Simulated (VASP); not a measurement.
# MgO (Fm-3m) in VASP: further runs

One crystal, MgO, is run at these levels: PBE, LDA; tasks: relaxation of cell and atoms.

Program: VASP 6.6.1. These are calculated values, not measurements. Logs are shortened: lines on timing, memory, paths and dates and some standing lists are left out, and cuts for length are marked.

## Step 1: The structure

The structure is cubic, space group Fm-3m (No. 225). Conventional cell: a = 4.245 Å, b = 4.245 Å, c = 4.245 Å, α = 90.00°, β = 90.00°, γ = 90.00°. Mg (site symmetry m-3m) has 6 O at 2.12 Å as nearest neighbours. Around O (site symmetry m-3m) lie 6 Mg at 2.12 Å.

The cell was built by a generator and needn't be a form met in nature.

## Step 2: Relaxation of cell and atoms, PBE

The input, INCAR:

```
SYSTEM = MgO
ALGO = Normal
EDIFF = 1E-7
EDIFFG = -0.005
ENCUT = 600
GGA = PE
IBRION = 2
ISIF = 3
ISMEAR = 0
LASPH = .TRUE.
LCHARG = .FALSE.
LREAL = .FALSE.
LWAVE = .FALSE.
NELM = 80
NSW = 90
PREC = Accurate
SIGMA = 0.03
```

The input, KPOINTS:

```
k-points
0
G
  14 14 14
  0 0 0
```

The input, POSCAR:

```
MgO                                     
1.0
   -0.0000000000      2.1224805979      2.1224805979
    2.1224805979     -0.0000000000      2.1224805979
    2.1224805979      2.1224805979      0.0000000000
  Mg              O             
     1     1
Direct
     0.0000000000000000    0.0000000000000000    0.0000000000000000
     0.5000000000000000    0.5000000000000000    0.5000000000000000
```

Potentials or basis: VASP PAW PBE potentials, release 64 (Mg, O).

Launch:

```
> cat potpaw_PBE.64/Mg/POTCAR potpaw_PBE.64/O/POTCAR > POTCAR
> mpirun -np 1 vasp_std > vasp.out
```

OUTCAR:

```text
SYSTEM = MgO
   EDIFF = 1E-7
   EDIFFG = -0.005
   ENCUT = 600
   GGA = PE
   IBRION = 2
   ISIF = 3
   ISMEAR = 0
   LASPH = .TRUE.
   LREAL = .FALSE.
   NELM = 80
   NSW = 90
   PREC = Accurate

 ion  position               nearest neighbor table
   1  0.000  0.000  0.000-   2 2.12   2 2.12   2 2.12   2 2.12   2 2.12   2 2.12
   2  0.500  0.500  0.500-   1 2.12   1 2.12   1 2.12   1 2.12   1 2.12   1 2.12

  LATTYP: Found a face centered cubic cell.
 ALAT       =     4.2449611958

  Lattice vectors:

 A1 = (   0.0000000000,   2.1224805979,   2.1224805979)
 A2 = (   2.1224805979,   0.0000000000,   2.1224805979)
 A3 = (   2.1224805979,   2.1224805979,   0.0000000000)

Analysis of symmetry for initial positions (statically):
=====================================================================
 Subroutine PRICEL returns:
 Original cell was already a primitive cell.

 Routine SETGRP: Setting up the symmetry group for a
 face centered cubic supercell.

 Subroutine GETGRP returns: Found 48 space group operations
 (whereof 48 operations were pure point group operations)
 out of a pool of 48 trial point group operations.

The static configuration has the point symmetry O_h .

Analysis of symmetry for dynamics (positions and initial velocities):
=====================================================================
 Subroutine PRICEL returns:
 Original cell was already a primitive cell.

 Routine SETGRP: Setting up the symmetry group for a
 face centered cubic supercell.

 Subroutine GETGRP returns: Found 48 space group operations
 (whereof 48 operations were pure point group operations)
 out of a pool of 48 trial point group operations.

The dynamic configuration has the point symmetry O_h .

 Subroutine INISYM returns: Found 48 space group operations
 (whereof 48 operations are pure point group operations),
 and found     1 'primitive' translations

----------------------------------------------------------------------------------------

                                     Primitive cell

  volume of cell :      19.1232

  direct lattice vectors                    reciprocal lattice vectors
     0.000000000  2.122480598  2.122480598    -0.235573414  0.235573414  0.235573414
     2.122480598  0.000000000  2.122480598     0.235573414 -0.235573414  0.235573414
     2.122480598  2.122480598  0.000000000     0.235573414  0.235573414 -0.235573414

  length of vectors
     3.001640847  3.001640847  3.001640847     0.408025121  0.408025121  0.408025121

  position of ions in fractional coordinates (direct lattice)
     0.000000000  0.000000000  0.000000000
     0.500000000  0.500000000  0.500000000

  ion indices of the primitive-cell ions
   primitive index   ion index
                 1           1
                 2           2

----------------------------------------------------------------------------------------

 KPOINTS: k-points

Automatic generation of k-mesh.
 Grid dimensions read from file:
 generate k-points for:   14   14   14

 Generating k-lattice:

  Cartesian coordinates                     Fractional coordinates (reciprocal lattice)
    -0.016826672  0.016826672  0.016826672     0.071428571  0.000000000  0.000000000
     0.016826672 -0.016826672  0.016826672     0.000000000  0.071428571  0.000000000
     0.016826672  0.016826672 -0.016826672     0.000000000  0.000000000  0.071428571

  Length of vectors
     0.029144652  0.029144652  0.029144652

  Shift w.r.t. Gamma in fractional coordinates (k-lattice)
     0.000000000  0.000000000  0.000000000

 Subroutine IBZKPT returns following result:
 ===========================================

 Found    104 irreducible k-points:

 Following reciprocal coordinates:
            Coordinates               Weight
  0.000000  0.000000  0.000000      1.000000
  0.071429  0.000000  0.000000      8.000000
  0.142857  0.000000  0.000000      8.000000
  0.214286  0.000000  0.000000      8.000000
  0.285714  0.000000  0.000000      8.000000
  0.357143  0.000000  0.000000      8.000000
[... 16 lines left out ...]
  0.214286  0.142857  0.000000     24.000000
  0.285714  0.142857  0.000000     24.000000
 [... further k-points ...]
   k-points           NKPTS =    104   k-points in BZ     NKDIM =    104   number of bands    NBANDS=      8
   number of dos      NEDOS =    301   number of ions     NIONS =      2
   total plane-waves  NPLWV =  13824
   dimension x,y,z NGX =    24 NGY =   24 NGZ =   24
   dimension x,y,z NGXF=    48 NGYF=   48 NGZF=   48
   ions per type =               1   1
   NGX,Y,Z   is equivalent  to a cutoff of  13.29, 13.29, 13.29 a.u.
   NGXF,Y,Z  is equivalent  to a cutoff of  26.58, 26.58, 26.58 a.u.
 SYSTEM =  MgO
   PREC   = accura    normal or accurate (medium, high low for compatibility)
   ISTART =      0    job   : 0-new  1-cont  2-samecut
   ICHARG =      2    charge: 1-file 2-atom 10-const
   ISPIN  =      1    spin polarized calculation?
   LNONCOLLINEAR =      F non collinear calculations
   LSORBIT =      F    spin-orbit coupling
   LASPH  =      T    aspherical Exc in radial PAW
   ENCUT  =  600.0 eV  44.10 Ry    6.64 a.u.   6.00  6.00  6.00*2*pi/ulx,y,z
   NELM   =     80;   NELMIN=  2; NELMDL= -5     # of ELM steps
   EDIFF  = 0.1E-06   stopping-criterion for ELM
   LREAL  =      F    real-space projection
   EDIFFG = -.5E-02   stopping-criterion for IOM
   NSW    =     90    number of steps for IOM
   IBRION =      2    ionic relax: 0-MD 1-quasi-New 2-CG
   NFREE  =      1    steps in history (QN), initial steepest desc. (CG)
   ISIF   =      3    stress and relaxation
   ISYM   =      2    0-nonsym 1-usesym 2-fastsym
   POTIM  = 0.5000    time-step for ionic-motion
   TEBEG  =    0.0;   TEEND  =   0.0 temperature during run
   PSTRESS=    0.0 pullay stress
   NELECT =       8.0000    total number of electrons
   NUPDOWN=      -1.0000    fix difference up-down
   EMIN   =  10.00;   EMAX   =-10.00  energy-range for DOS
   EFERMI =   0.00;   METHOD = LEGACY
   ISMEAR =     0;   SIGMA  =   0.03  broadening in eV -4-tet -1-fermi 0-gaus
   EFERMI_NEDOS =   21; number of points for ismear=-14 and -15
   IALGO  =     38    algorithm
   IMIX   =      4    mixing-type and parameters
     AMIX     =   0.40;   BMIX     =  1.00
     AMIX_MAG =   1.60;   BMIX_MAG =  1.00
  volume/ion in A,a.u.               =       9.56        64.52
  Fermi-wavevector in a.u.,A,eV,Ry     =   1.224384  2.313751 20.396725  1.499117
  Thomas-Fermi vector in A             =   2.359461
   LORBIT       =      0    0 simple, 1 ext, 2 COOP (PROOUT), +10 PAW based schemes
   GGA     = PE    functional components
   LHFCALC =     F    Hartree Fock is set to
   AEXX    =    0.0000 exact exchange contribution
   IVDW    =     0    specifies the selected vdW correction
   LEPSILON=     F    determine dielectric tensor
   LRPA    =     F    only Hartree local field effects (RPA)
 conjugate gradient relaxation of ions
 non-spin polarized calculation
 Gauss-broadening in eV      SIGMA  =   0.03
  energy-cutoff  :      600.00
  volume of cell :       19.12
 maximum number of plane-waves:       652
   NGX = 11   NGY = 11   NGZ = 11

 number of electron       8.0000004 magnetization

 Free energy of the ion-electron system (eV)
  ---------------------------------------------------
  ext. energy  EPLUGINS =         0.00000000
  ---------------------------------------------------
  free energy    TOTEN  =       -11.91495670 eV

  energy without entropy =      -11.91495670  energy(sigma->0) =      -11.91495670

 E-fermi :   3.1261     XC(G=0): -10.9682

 val. band max:        3.0120302988   @ k =   0.0000   0.0000   0.0000
 cond. band min:       7.5158090385   @ k =   0.0000   0.0000   0.0000
 fundamental gap:      4.5037787397
 Fermi energy:         3.1261293972

 k-point     1 :       0.0000    0.0000    0.0000
  band No.  band energies     occupation
      1     -14.1326      2.00000
      2       3.0120      2.00000
      3       3.0120      2.00000
      4       3.0120      2.00000
      5       7.5158      0.00000
      6      18.6817      0.00000
      7      18.6817      0.00000
      8      18.6817      0.00000

 k-point     2 :       0.0714    0.0000    0.0000
  band No.  band energies     occupation
      1     -14.0805      2.00000
      2       2.6584      2.00000
      3       2.9782      2.00000
      4       2.9782      2.00000
      5       7.8621      0.00000
      6      17.9304      0.00000
      7      18.8040      0.00000
      8      18.8040      0.00000

 k-point     3 :       0.1429    0.0000    0.0000
  band No.  band energies     occupation
      1     -13.9304      2.00000
      2       1.8375      2.00000
      3       2.8853      2.00000
      4       2.8853      2.00000
      5       8.6486      0.00000
      6      16.7173      0.00000
      7      19.1129      0.00000
      8      19.1129      0.00000

 k-point     4 :       0.2143    0.0000    0.0000
  band No.  band energies     occupation
      1     -13.7028      2.00000
      2       0.8727      2.00000
      3       2.7551      2.00000
      4       2.7551      2.00000
      5       9.5108      0.00000
      6      15.7589      0.00000
      7      19.4116      0.00000
      8      19.4116      0.00000

 k-point     5 :       0.2857    0.0000    0.0000
  band No.  band energies     occupation
      1     -13.4331      2.00000
      2      -0.0519      2.00000
      3       2.6160      2.00000
      4       2.6160      2.00000
      5      10.2011      0.00000
      6      15.2361      0.00000
      7      19.4608      0.00000
      8      19.4608      0.00000
[... 177 lines left out ...]
 k-point    22 :       0.1429    0.1429    0.0000
  band No.  band energies     occupation
      1     -13.8668      2.00000
      2       1.7559      2.00000
      3       2.7245      2.00000
      4       2.7245      2.00000
      5       9.0172      0.00000
      6      16.1421      0.00000
      7      19.2955      0.00000
      8      19.2955      0.00000

 k-point    23 :       0.2143    0.1429    0.0000
  band No.  band energies     occupation
      1     -13.7019      2.00000
      2       1.1481      2.00000
      3       2.5852      2.00000
      4       2.5864      2.00000
      5       9.7170      0.00000
      6      15.3768      0.00000
      7      19.3761      0.00000
      8      19.5871      0.00000

 k-point    24 :       0.2857    0.1429    0.0000
  band No.  band energies     occupation
      1     -13.4761      2.00000
      2       0.4137      2.00000
      3       2.3970      2.00000
      4       2.4446      2.00000
      5      10.4929      0.00000
      6      14.8123      0.00000
      7      18.7441      0.00000
      8      19.7893      0.00000

 [... further k-points ...]

------------------------ aborting loop because EDIFF is reached ----------------------------------------

  FORCE on cell =-STRESS in cart. coord.  units (eV):
  Direction    XX          YY          ZZ          XY          YZ          ZX
  --------------------------------------------------------------------------------------
  -------------------------------------------------------------------------------------
  Total       -0.0039106     -0.0039106     -0.0039106      0.0000000     -0.0000000      0.0000000
  in kB       -0.3276348     -0.3276348     -0.3276348      0.0000000     -0.0000000      0.0000000
  external PRESSURE =      -0.3276348 kB  Pullay stress =       0.0000000 kB

 VOLUME and BASIS-vectors are now :
 -----------------------------------------------------------------------------
  energy-cutoff  :      600.00
  volume of cell :       19.12
      direct lattice vectors                 reciprocal lattice vectors
     0.000000000  2.122480598  2.122480598    -0.235573414  0.235573414  0.235573414
     2.122480598  0.000000000  2.122480598     0.235573414 -0.235573414  0.235573414
     2.122480598  2.122480598  0.000000000     0.235573414  0.235573414 -0.235573414

 POSITION                                       TOTAL-FORCE (eV/Angst)
 -----------------------------------------------------------------------------------
      0.00000      0.00000      0.00000        -0.000000     -0.000000      0.000000
      2.12248      2.12248      2.12248         0.000000      0.000000     -0.000000
 -----------------------------------------------------------------------------------
    total drift:                               -0.000000     -0.000000      0.000000

  FREE ENERGIE OF THE ION-ELECTRON SYSTEM (eV)
  ---------------------------------------------------
  free  energy   TOTEN  =       -11.9149567013 eV

  energy  without entropy=      -11.9149567013  energy(sigma->0) =      -11.91495670

 reached required accuracy - stopping structural energy minimisation
```

Run time: 5.2 s. Hardware: 1 thread of Intel Xeon 6975P-C (Granite Rapids), shared host; peak memory 0.15 GiB.

What came out:

```yaml
Free_energy: -11.9150 eV
Pressure_after_relaxing: 0.0 GPa
Band_gap_on_the_k_mesh: 4.50 eV, direct
```

Final structure:
```
Mg O
1.0
     0.00000    2.12248    2.12248
     2.12248    0.00000    2.12248
     2.12248    2.12248    0.00000
Mg O
1 1
Direct
  0.00000 0.00000 0.00000
  0.50000 0.50000 0.50000
```

Caveat: the relaxation stopped at its first step, so nothing moved. A k mesh can miss the band edges.

## Step 3: Relaxation of cell and atoms, LDA

This run uses another cell than the first one, of 9.37 Å³/atom, 0.980 times its volume.

The input, INCAR:

```
SYSTEM = MgO
PREC = Accurate
ENCUT = 600
EDIFF = 1E-6
ISMEAR = 0
SIGMA = 0.03
LREAL = .FALSE.
LASPH = .TRUE.
NELM = 80
ALGO = Normal
ISIF = 3
LWAVE = .FALSE.
LCHARG = .FALSE.
IBRION = 2
NSW = 90
EDIFFG = -0.01
```

The input, KPOINTS:

```
Automatic mesh
0
G
  14 14 14
  0 0 0
```

The input, POSCAR:

```
MgO
1.0
    0.0000000000      2.1085000000      2.1085000000
    2.1085000000      0.0000000000      2.1085000000
    2.1085000000      2.1085000000      0.0000000000
Mg O
1 1
Direct
    0.0000000000      0.0000000000      0.0000000000
    0.5000000000      0.5000000000      0.5000000000
```

Potentials or basis: VASP PAW LDA potentials, release 64 (Mg, O).

Launch:

```
> cat potpaw_LDA.64/Mg/POTCAR potpaw_LDA.64/O/POTCAR > POTCAR
> mpirun -np 1 vasp_std > vasp.out
```

It took 25 s on 1 thread of AMD EPYC 7R13 (Zen 3), shared host; peak memory 0.12 GiB.

The run converged. Its results:

- Free energy: -13.4515 eV
- Relaxed volume: 8.89 Å³/atom
- Relaxed cell: a = 2.930 Å, b = 2.930 Å, c = 2.930 Å, α = 60.00°, β = 60.00°, γ = 60.00°
- Space group after relaxing (to 0.05 Å): Fm-3m (No. 225)
- Energy gained by relaxing: 13.4 meV/atom
- Ionic steps: 3
- Pressure after relaxing: 0.0 GPa
- Band gap on the k mesh: 5.16 eV, direct

Step by step:
```tsv
step	energy change (eV)	largest force (eV/Å)	pressure (GPa)	volume (Å³)
1	0.0000	0.0000	-8.46	18.75
2	-0.0228	0.0000	3.67	17.44
3	-0.0267	0.0000	0.02	17.78
```

Final structure:
```
Mg O
1.0
     0.00000    2.07164    2.07164
     2.07164    0.00000    2.07164
     2.07164    2.07164    0.00000
Mg O
1 1
Direct
  0.00000 0.00000 0.00000
  0.50000 0.50000 0.50000
```

Levels at points of the mesh, in eV from the valence-band top:
```csv
k point,band 2,band 3,band 4,band 5,band 6,band 7
"(0.00, 0.00, 0.00)",0.00,0.00,0.00,5.16,15.80,15.80
"(0.50, 0.00, 0.00)",-4.92,-0.72,-0.72,8.05,12.96,16.51
"(0.50, 0.50, 0.00)",-4.36,-1.44,-1.44,8.94,10.25,13.42
```

## Step 4: Relaxation of cell and atoms, LDA

This run uses another cell than the first one, of 8.89 Å³/atom, 0.930 times its volume.

Edit INCAR of step 3 so:

```diff
@@ -3,3 +3,3 @@
 ENCUT = 600
-EDIFF = 1E-6
+EDIFF = 1E-7
 ISMEAR = 0
@@ -15,2 +15,2 @@
 NSW = 90
-EDIFFG = -0.01
+EDIFFG = -0.005
```

KPOINTS is that of step 3.

The input, POSCAR:

```
MgO                                     
1.0
    0.0000000000      2.0716358169      2.0716358169
    2.0716358169      0.0000000000      2.0716358169
    2.0716358169      2.0716358169      0.0000000000
  Mg              O             
     1     1
Direct
     0.0000000000000000    0.0000000000000000    0.0000000000000000
     0.5000000000000000    0.5000000000000000    0.5000000000000000
```

Launch:

```
> cat potpaw_LDA.64/Mg/POTCAR potpaw_LDA.64/O/POTCAR > POTCAR
> mpirun -np 1 vasp_std > vasp.out
```

It took 14 s on 1 thread of AMD EPYC 7R13 (Zen 3), shared host; peak memory 0.11 GiB.

The run converged. Its results:

```yaml
Free_energy: -13.4489 eV
Pressure_after_relaxing: 0.1 GPa
Band_gap_on_the_k_mesh: 5.16 eV, direct
```

Final structure:
```
CELL_PARAMETERS angstrom
0.00000 2.07164 2.07164
2.07164 0.00000 2.07164
2.07164 2.07164 0.00000
ATOMIC_POSITIONS crystal
Mg 0.00000 0.00000 0.00000
O 0.50000 0.50000 0.50000
```

Levels at points of the mesh, in eV from the valence-band top:
```
           k point  band 2  band 3  band 4  band 5  band 6  band 7
(0.00, 0.00, 0.00)    0.00    0.00    0.00    5.16   15.80   15.80
(0.50, 0.00, 0.00)   -4.92   -0.72   -0.72    8.05   12.96   16.51
(0.50, 0.50, 0.00)   -4.36   -1.44   -1.44    8.94   10.25   13.42
```

Caveat: the relaxation stopped at its first step, so nothing moved. A k mesh can miss the band edges.
